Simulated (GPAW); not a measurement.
# Te (P3_121) in GPAW: settings compared

Aim: see how the results for Te move with the level of theory and the settings. Levels: BLYP+D3(BJ), BLYP+D4, PBE, LDA. Tasks: relaxation of cell and atoms, single point.

Everything below comes from runs of GPAW 26.7.0. Logs are shortened: lines on timing, memory, paths and dates and some standing lists are left out, and cuts for length are marked. The log counts tension as positive stress, the text compression.

## Step 1: The crystal as given

The structure is trigonal, space group P3_121 (No. 152). The conventional cell has a = 4.454 Å, b = 4.454 Å, c = 5.924 Å, α = 90.00°, β = 90.00°, γ = 120.00°. Te (site symmetry 2) is surrounded by 2 Te at 2.86 Å.

## Step 2: Relaxation of cell and atoms, BLYP+D3(BJ), target pressure 10 GPa, at which the enthalpy is minimised

run.py

```python
from ase.calculators.mixing import SumCalculator
from ase.filters import FrechetCellFilter
from ase.io import read, write
from ase.optimize import BFGS
from ase.units import GPa
from dftd3.ase import DFTD3
from gpaw import GPAW, PW, setup_paths

setup_paths.insert(0, '.')

atoms = read('POSCAR')

calc = GPAW(mode=PW(600),
            xc='BLYP',
            kpts={'size': (7, 7, 5), 'gamma': True},
            occupations={'name': 'fermi-dirac', 'width': 0.05},
            nbands=19,
            convergence={'density': 1e-05, 'forces': 0.0001},
            eigensolver='davidson',
            maxiter=150,
            txt='gpaw.txt')
atoms.calc = SumCalculator([calc, DFTD3(method='blyp', damping='d3bj')])
opt = BFGS(FrechetCellFilter(atoms, scalar_pressure=10 * GPa), trajectory='relax.traj', logfile='-')
done = opt.run(fmax=0.05, steps=40)
calc.write('gs.gpw')
write('result.traj', atoms)
print('Converged:', done)
print('Cell:', atoms.cell.cellpar().round(4))
print('Volume:', round(atoms.get_volume(), 4))
print(atoms.get_scaled_positions().round(5))
```

POSCAR

```
Te
1.0
    4.4540000000      0.0000000000      0.0000000000
   -2.2270000000      3.8572771485      0.0000000000
    0.0000000000      0.0000000000      5.9240000000
Te
3
Direct
    0.7310000000      0.7310000000      0.0000000000
    0.0000000000      0.2690000000      0.6666666667
    0.2690000000      0.0000000000      0.3333333333
```

Potentials or basis: PAW data sets generated in the run's folder for this functional, pw.

Command:

```sh
$ gpaw-setup -f BLYP Te
$ OMP_NUM_THREADS=1 python run.py
```

gpaw.txt:

```text
__  _  _
 | _ |_)|_||  |
 |__||  | ||/\| - 26.7.0

Input parameters:
  mode=PW(ecut=600.0),
  convergence={'density': 1e-05, 'forces': 0.0001},
  eigensolver=Davidson(niter=2),
  kpts=MonkhorstPack(size=(7, 7, 5), gamma=True),
  maxiter=150,
  nbands=19,
  occupations=Occupations(name='fermi-dirac', width=0.05),
  xc=XC(name='BLYP')

Diagonalizing LCAO Hamiltonian
Converting LCAO to pw mode

        Te

           Te
              Te

Atoms  # Å, Bohr magnetons
|   | symbol |         x |        y |        z |    initial magnetic moments |
|---|--------|-----------|----------|----------|-----------------------------|
| 0 |     Te |  1.627937 | 2.819670 | 0.000000 | ( 0.0000,  0.0000,  0.0000) |
| 1 |     Te | -0.599063 | 1.037608 | 3.949333 | ( 0.0000,  0.0000,  0.0000) |
| 2 |     Te |  1.198126 | 0.000000 | 1.974667 | ( 0.0000,  0.0000,  0.0000) |

Unit cell  # Å
| periodic |         x |        y |        z |  lengths |     angles |
|----------|-----------|----------|----------|----------|------------|
|      yes |  4.454000 | 0.000000 | 0.000000 | 4.454000 |  90.000000 |
|      yes | -2.227000 | 3.857277 | 0.000000 | 4.454000 |  90.000000 |
|      yes |  0.000000 | 0.000000 | 5.924000 | 5.924000 | 120.000000 |

Number of symmetries: 2
Symmetry operations  # r_c * U_cc + t_c -> r_c
|   | kind |            matrix            |
|---|------|------------------------------|
| 0 |  E   |  1, 0, 0,  0, 1, 0,  0, 0, 1 |
| 1 |  C2  |  0, 1, 0,  1, 0, 0,  0, 0,-1 |

BZ-sampling:
  Number of BZ points: 245
  Number of IBZ points: 72

  Monkhorst-Pack size: [7, 7, 5]
  Monkhorst-Pack shift: [0, 0, 0]

K-points  # in reciprocal-cell coordinates
|     |                                coordinates |     weight |
|-----|--------------------------------------------|------------|
|   0 | (  0.00000000,   0.00000000,   0.00000000) | 0.00408163 |
|   1 | (  0.00000000,   0.00000000,   0.20000000) | 0.00816327 |
|   2 | (  0.00000000,   0.00000000,   0.40000000) | 0.00816327 |
|   3 | (  0.14285714,  -0.14285714,  -0.40000000) | 0.00816327 |
|   4 | (  0.14285714,  -0.14285714,  -0.20000000) | 0.00816327 |
|   5 | (  0.14285714,  -0.14285714,   0.00000000) | 0.00816327 |
|   6 | (  0.14285714,  -0.14285714,   0.20000000) | 0.00816327 |
|   7 | (  0.14285714,  -0.14285714,   0.40000000) | 0.00816327 |
|   8 | (  0.14285714,   0.00000000,  -0.40000000) | 0.01632653 |
|   9 | (  0.14285714,   0.00000000,  -0.20000000) | 0.01632653 |
| ... |                                            |            |
|  71 | (  0.42857143,   0.42857143,   0.40000000) | 0.01632653 |

Plane wave coefficients: 3412
Cutoff: 600.0 eV

Spin-components: 1 (collinear spins)
Bands:           19
Projectors:      15
Spin-degeneracy: 2
Datatype:        complex128

Parallelization:
  kpt:    1
  domain: 1
  band:   1
[... 42 lines left out ...]
density mixing:
  MSR1-Mixer
  Pratt-step length: 0.05
  Maximum mixing coefficient: 0.75
  Old densities: 10
  SVD Regularization: 0.005
  Good broyden scale: 1.0
  Trust region scale: 1.0
  Backstep threshold: 4.0
  History deletion threshold: 6.0
  Fourier metric: weight=20.0, sigma=0.015

occupation numbers:
  Fermi-Dirac:
    width: 0.0500  # eV

poisson solver:
  ecut: 4800.0  # eV

xc functional:
  name: BLYP with 2 nearest neighbor stencil

convergence criteria:
- Maximum integral of absolute [dens]ity change: 1e-05 electrons / valence electron
- Maximum change in the atomic [forces] across last 2 cycles: 0.0001 eV/Ang OR
Maximum error relative to the maximum force is below inf
- Maximum [total energy] change in last 3 cyles: 0.0005 eV / valence electron
- Maximum integral of absolute [eigenst]ate change: 4e-08 eV^2 / valence electron
maximum number of iterations: 150

SCF iterations
|iter     | |      energy | eigst |  dens |force |
|---------|-|-------------|-------|-------|------|
|iter:   1| |   -7.673525 | -0.25 |       |      |
|iter:   2| |   -7.684086 | -2.00 | -1.20 |      |
|iter:   3| |   -7.667427 | -2.81 | -1.23 |      |
|iter:   4| |   -7.667222 | -3.51 | -1.75 |      |
|iter:   5| |   -7.667465c| -4.55 | -2.55 |      |
|iter:   6| |   -7.667485c| -5.47 | -3.18 |      |
|iter:   7| |   -7.667486c| -6.33 | -3.88 |      |
|iter:   8| |   -7.667486c| -7.09 | -4.06 |      |
|iter:   9| |   -7.667486c| -7.78c| -4.60 |      |
|iter:  10| |   -7.667486c| -8.44c| -5.15c|      |
|iter:  11| |   -7.667486c| -9.18c| -6.02c|-4.83c|

Converged in 11 steps
Energy contributions relative to reference atoms: (reference = -554425.526254)

Energy contributions:
  Kinetic:          29.497750
  Coulomb:         -28.205591
  Zero:              0.411292
  External:          0.000000
  Xc:               -9.370900
  Entropy:          -0.000075
  Spinorbit:         0.000000
  ----------------------------
  Free energy:      -7.667523
  Extrapolated:     -7.667486

dipole moment: (-9.557887, -16.554746, -25.424751)  # |e|*Ang

Fermi level: 6.307
Eigenvalues  # (at kpt = [0.000, 0.000, 0.000])
| band index |      eig [eV] | occ [0-2] |
|------------|---------------|-----------|
|          0 |        -7.493 |     2.000 |
|          1 |        -4.245 |     2.000 |
|          2 |        -4.245 |     2.000 |
|          3 |         3.082 |     2.000 |
|          4 |         3.375 |     2.000 |
|          5 |         3.375 |     2.000 |
[... 9 lines left out ...]
|         15 |        12.679 |     0.000 |
|         16 |        12.679 |     0.000 |
|        ... |               |           |
|         18 |        13.001 |     0.000 |
[... 1206 lines left out ...]
occupation numbers:
  Fermi-Dirac:
    width: 0.0500  # eV

poisson solver:
  ecut: 4800.0  # eV

xc functional:
  name: BLYP with 2 nearest neighbor stencil

convergence criteria:
- Maximum integral of absolute [dens]ity change: 1e-05 electrons / valence electron
- Maximum change in the atomic [forces] across last 2 cycles: 0.0001 eV/Ang OR
Maximum error relative to the maximum force is below inf
- Maximum [total energy] change in last 3 cyles: 0.0005 eV / valence electron
- Maximum integral of absolute [eigenst]ate change: 4e-08 eV^2 / valence electron
maximum number of iterations: 150

SCF iterations
|iter     | |      energy | eigst |  dens |force |
|---------|-|-------------|-------|-------|------|
|iter:   1| |   -6.948618 |       |       |      |
|iter:   2| |   -6.885112 | -3.00 | -1.11 |      |
|iter:   3| |   -6.560563 | -2.23 | -1.15 |      |
|iter:   4| |   -6.558109 | -3.85 | -2.16 |      |
|iter:   5| |   -6.557537c| -4.36 | -2.48 |      |
|iter:   6| |   -6.557538c| -5.40 | -3.29 |      |
|iter:   7| |   -6.557540c| -6.21 | -3.78 |      |
|iter:   8| |   -6.557540c| -7.23 | -4.57 |      |
|iter:   9| |   -6.557540c| -8.15c| -5.19c|      |
|iter:  10| |   -6.557540c| -9.10c| -5.73c|-3.62 |
|iter:  11| |   -6.557540c|-10.03c| -5.87c|-3.84 |
|iter:  12| |   -6.557540c|-10.91c| -6.57c|-5.50c|

Converged in 12 steps
Energy contributions relative to reference atoms: (reference = -554425.526254)

Energy contributions:
  Kinetic:          58.730139
  Coulomb:         -51.984819
  Zero:              0.336191
  External:          0.000000
  Xc:              -13.637243
  Entropy:          -0.003616
  Spinorbit:         0.000000
  ----------------------------
  Free energy:      -6.559348
  Extrapolated:     -6.557540

dipole moment: (8.731494, 15.123446, -24.735336)  # |e|*Ang

Fermi level: 8.991
Eigenvalues  # (at kpt = [0.000, 0.000, 0.000])
| band index |      eig [eV] | occ [0-2] |
|------------|---------------|-----------|
|          0 |        -6.029 |     2.000 |
|          1 |        -2.099 |     2.000 |
|          2 |        -2.099 |     2.000 |
|          3 |         6.089 |     2.000 |
|          4 |         6.491 |     2.000 |
|          5 |         6.491 |     2.000 |
[... 9 lines left out ...]
|         15 |        15.291 |     0.000 |
|         16 |        15.571 |     0.000 |
|        ... |               |           |
|         18 |        15.996 |     0.000 |

No gap
No difference between direct/indirect transitions
[... 551 lines left out ...]
occupation numbers:
  Fermi-Dirac:
    width: 0.0500  # eV

poisson solver:
  ecut: 4800.0  # eV

xc functional:
  name: BLYP with 2 nearest neighbor stencil

convergence criteria:
- Maximum integral of absolute [dens]ity change: 1e-05 electrons / valence electron
- Maximum change in the atomic [forces] across last 2 cycles: 0.0001 eV/Ang OR
Maximum error relative to the maximum force is below inf
- Maximum [total energy] change in last 3 cyles: 0.0005 eV / valence electron
- Maximum integral of absolute [eigenst]ate change: 4e-08 eV^2 / valence electron
maximum number of iterations: 150

SCF iterations
|iter     | |      energy | eigst |  dens |force |
|---------|-|-------------|-------|-------|------|
|iter:   1| |   -6.504465 |       |       |      |
|iter:   2| |   -6.497769 | -3.86 | -1.58 |      |
|iter:   3| |   -6.462508 | -3.19 | -1.62 |      |
|iter:   4| |   -6.462331 | -4.94 | -2.54 |      |
|iter:   5| |   -6.462306c| -5.74 | -2.90 |      |
|iter:   6| |   -6.462304c| -6.79 | -3.79 |      |
|iter:   7| |   -6.462304c| -7.62c| -4.23 |      |
|iter:   8| |   -6.462304c| -8.35c| -4.39 |      |
|iter:   9| |   -6.462304c| -9.22c| -5.12c|      |
|iter:  10| |   -6.462304c|-10.03c| -5.69c|-3.73 |
|iter:  11| |   -6.462304c|-10.77c| -6.23c|-5.09c|

Converged in 11 steps
Energy contributions relative to reference atoms: (reference = -554425.526254)

Energy contributions:
  Kinetic:          58.507960
  Coulomb:         -51.630246
  Zero:              0.333002
  External:          0.000000
  Xc:              -13.668264
  Entropy:          -0.009511
  Spinorbit:         0.000000
  ----------------------------
  Free energy:      -6.467060
  Extrapolated:     -6.462304

dipole moment: (8.613429, 14.918955, -25.127613)  # |e|*Ang

Fermi level: 9.094
Eigenvalues  # (at kpt = [0.000, 0.000, 0.000])
| band index |      eig [eV] | occ [0-2] |
|------------|---------------|-----------|
|          0 |        -5.926 |     2.000 |
|          1 |        -2.058 |     2.000 |
|          2 |        -2.058 |     2.000 |
|          3 |         6.601 |     2.000 |
|          4 |         6.833 |     2.000 |
|          5 |         6.833 |     2.000 |
[... 9 lines left out ...]
|         15 |        15.559 |     0.000 |
|         16 |        15.799 |     0.000 |
|        ... |               |           |
|         18 |        15.899 |     0.000 |

Gap: 0.043 eV
Transition (v -> c):
  (s=0, k=5, n=8, [0.14, -0.14, 0.00]) -> (s=0, k=2, n=9, [0.00, 0.00, 0.40])
Direct/indirect transitions are different
Direct gap: 0.145 eV
Transition at: (s=0, k=2, n=8, [0.00, 0.00, 0.40])
[... 603 lines left out ...]
Fermi level: 9.165
Eigenvalues  # (at kpt = [0.000, 0.000, 0.000])
| band index |      eig [eV] | occ [0-2] |
|------------|---------------|-----------|
|          0 |        -5.809 |     2.000 |
|          1 |        -2.108 |     2.000 |
|          2 |        -2.108 |     2.000 |
|          3 |         7.269 |     2.000 |
|          4 |         7.345 |     2.000 |
|          5 |         7.345 |     2.000 |
[... 9 lines left out ...]
|         15 |        15.955 |     0.000 |
|         16 |        16.160 |     0.000 |
|        ... |               |           |
|         18 |        16.190 |     0.000 |

No gap
No difference between direct/indirect transitions

Stress tensor  # eV/Ang^3
|         x |         y |         z |
|-----------|-----------|-----------|
| -0.110182 |  0.000000 | -0.000000 |
|  0.000000 | -0.110182 |  0.000000 |
| -0.000000 |  0.000000 | -0.113652 |

Forces  # eV/Ang
|        x |        y |        z |
|----------|----------|----------|
|  0.00004 |  0.00007 |  0.00000 |  # Te   0
|  0.00004 | -0.00007 | -0.00000 |  # Te   1
| -0.00008 |  0.00000 |  0.00000 |  # Te   2

# Writing to gs.gpw (mode='')
```

It took 14 min on 1 thread of Arm Neoverse V1, shared host; peak memory 0.47 GiB.

What came out:

| Quantity | Value |
| --- | --- |
| Free energy | -10.2112 eV |
| Relaxed volume | 26.82 Å³/atom |
| Relaxed cell | a = 3.914 Å, b = 3.914 Å, c = 6.064 Å, α = 90.00°, β = 90.00°, γ = 120.00° |
| Space group after relaxing (to 0.05 Å) | P3_121 (No. 152) |
| Energy change on relaxing (the enthalpy is what falls) | +155.5 meV/atom |
| Ionic steps | 13 |
| Pressure after relaxing | 10.0 GPa |
| Band gap on the k mesh | none (metal or under the smearing width) |
| Dispersion energy per atom | -1.282 eV |

Step by step:
```csv
step,energy change (eV),largest force (eV/Å),pressure (GPa),volume (Å³)
1,0.0000,0.1960,-0.45,101.78
2,0.0037,0.3389,1.09,98.61
3,0.5173,1.0443,12.91,83.63
4,0.3737,0.8239,10.70,85.17
5,0.2603,0.4459,8.90,85.65
6,0.2780,0.1140,8.95,84.12
7,0.3566,0.0072,9.90,82.49
8,0.3862,0.0385,10.17,81.96
9,0.3993,0.0524,10.16,81.73
10,0.4095,0.0514,10.03,81.55
11,0.4560,0.0016,10.05,80.67
12,0.6598,0.3486,10.45,78.46
13,0.4664,0.0010,10.04,80.47
```

Final structure:
```
CELL_PARAMETERS angstrom
3.91442 0.00000 0.00001
-1.95721 3.38998 -0.00001
0.00001 0.00000 6.06378
ATOMIC_POSITIONS crystal
Te 0.66151 0.66151 0.00000
Te 0.00000 0.33849 0.66667
Te 0.33849 0.00000 0.33333
```

Caveat: later steps reuse the first step's grids; the volume moved by over 15 % at a fixed basis, so the end points are rough; pairwise dispersion overbinds metals, which lowers pressure and volume.

## Step 3: Relaxation of cell and atoms, BLYP+D4

run.py: that of step 2 with these lines changed.

```diff
@@ -4,4 +4,3 @@
 from ase.optimize import BFGS
-from ase.units import GPa
-from dftd3.ase import DFTD3
+from dftd4.ase import DFTD4
 from gpaw import GPAW, PW, setup_paths
@@ -10,3 +9,3 @@
 
-atoms = read('POSCAR')
+atoms = read('Te.xyz')
 
@@ -21,5 +20,5 @@
             txt='gpaw.txt')
-atoms.calc = SumCalculator([calc, DFTD3(method='blyp', damping='d3bj')])
-opt = BFGS(FrechetCellFilter(atoms, scalar_pressure=10 * GPa), trajectory='relax.traj', logfile='-')
-done = opt.run(fmax=0.05, steps=40)
+atoms.calc = SumCalculator([calc, DFTD4(method='blyp')])
+opt = BFGS(FrechetCellFilter(atoms), trajectory='relax.traj', logfile='-')
+done = opt.run(fmax=0.05, steps=100)
 calc.write('gs.gpw')
```

Te.xyz

```xyz
3
Lattice="4.4540000000 0.0000000000 0.0000000000 -2.2270000000 3.8572771485 0.0000000000 0.0000000000 0.0000000000 5.9240000000" Properties=species:S:1:pos:R:3 pbc="T T T"
Te     1.6279370000      2.8196695956      0.0000000000
Te    -0.5990630000      1.0376075529      3.9493333335
Te     1.1981260000      0.0000000000      1.9746666665
```

Potentials or basis: PAW data sets generated in the run's folder for this functional, pw.

Command:

```sh
$ gpaw-setup -f BLYP Te
$ OMP_NUM_THREADS=1 python run.py
```

Wall time 8 min (1 thread of Arm Neoverse V1, shared host); peak memory 0.37 GiB.

The run converged. Its results:

```
Free energy                            : -10.3627 eV
Relaxed volume                         : 33.36 Å³/atom
Relaxed cell                           : a = 4.414 Å, b = 4.414 Å, c = 5.931 Å, α = 90.00°, β = 90.00°, γ = 120.00°
Space group after relaxing (to 0.05 Å) : P3_121 (No. 152)
Energy gained by relaxing              : 4.2 meV/atom
Ionic steps                            : 7
Pressure after relaxing                : -0.1 GPa
Largest force after relaxing           : 0.025 eV/Å
Band gap on the k mesh                 : 0.47 eV, indirect (least direct gap 0.71 eV)
Dispersion energy per atom             : -0.911 eV
```

Forces on the atoms (eV/Å):
```
Te   0.012  0.022  0.000
Te   0.012 -0.022  0.000
Te  -0.025  0.000  0.000
```

Stress tensor (GPa, compression positive):
```
-0.16  0.00  0.00
 0.00 -0.16  0.00
 0.00  0.00  0.01
```

The path:
```tsv
step	energy change (eV)	largest force (eV/Å)	pressure (GPa)	volume (Å³)
1	0.0000	0.1948	0.26	101.78
2	-0.0017	0.1727	0.15	101.86
3	-0.0078	0.0413	-0.48	102.23
4	-0.0085	0.0216	-0.53	102.14
5	-0.0106	0.0218	-0.53	101.49
6	-0.0120	0.0359	-0.34	100.67
7	-0.0126	0.0249	-0.10	100.09
```

Final structure:
```
CELL_PARAMETERS angstrom
4.41424 0.00000 0.00000
-2.20712 3.82285 0.00000
0.00000 0.00000 5.93135
ATOMIC_POSITIONS crystal
Te 0.71939 0.71939 0.00000
Te 0.00000 0.28061 0.66667
Te 0.28061 0.00000 0.33333
```

Levels at points of the mesh, in eV from the valence-band top:
```
           k point  band 7  band 8  band 9  band 10  band 11  band 12
(0.00, 0.00, 0.00)   -1.56   -1.56   -0.91     1.11     1.11     1.71
```

Caveat: later steps reuse the first step's grids; spin-orbit coupling is left out, which moves the levels of the heavy elements; an odd mesh through Γ misses points on the zone boundary, where band edges often lie.

(Part 1 of 2 ends here.)
